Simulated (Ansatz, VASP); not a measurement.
Two plane-wave programs on CaF3

```xyz
4
Lattice="-1.9244 1.9244 3.2651 1.9244 -1.9244 3.2651 1.9244 1.9244 -3.2651" Properties=species:S:1:pos:R:3 pbc="T T T"
Ca    0.0000    0.0000    0.0000
F     0.0000    0.0000    3.2651
F     1.9244    0.0000    1.6325
F     0.0000    1.9244    1.6325
```

Change from the starting cell: volume scaled by 1.04.

Alike in both runs: task single point; functional PBEsol; k mesh 10 × 10 × 10; occupations fermi-dirac, width 0.05 eV; no spin polarisation.

```csv
,VASP,Ansatz
version,VASP 6.6.1,Ansatz 0.2.0
potentials or method,"VASP PAW PBE potentials, release 64 (Ca_sv, F)",Ansatz PAW
plane-wave cutoff (eV),520,420
valence electrons in the cell,31,31
```

VASP gave:

- gap on the k mesh at the Fermi level (eV): none
- pressure (GPa): -6.1
- largest component of the traceless stress (GPa): 0.89

**Question.** What did Ansatz give for the same quantities?

**Answer.** gap on the k mesh at the Fermi level (eV): none; pressure (GPa): -6.0; largest component of the traceless stress (GPa): 0.91.

A gap of «none» marks a metal or a gap that the smearing closes.

Caveats: an odd number of electrons without spin polarisation forces a metal; a magnetic or distorted state may lie lower; the PAW data sets were made with another functional, which shifts forces and pressure a little (VASP); the pressure holds a Pulay correction of +0.9 GPa for the finite cutoff (Ansatz); the PAW data sets come from PBE, with cores solved anew for the run's functional, which leaves a small shift of forces and pressure (Ansatz).
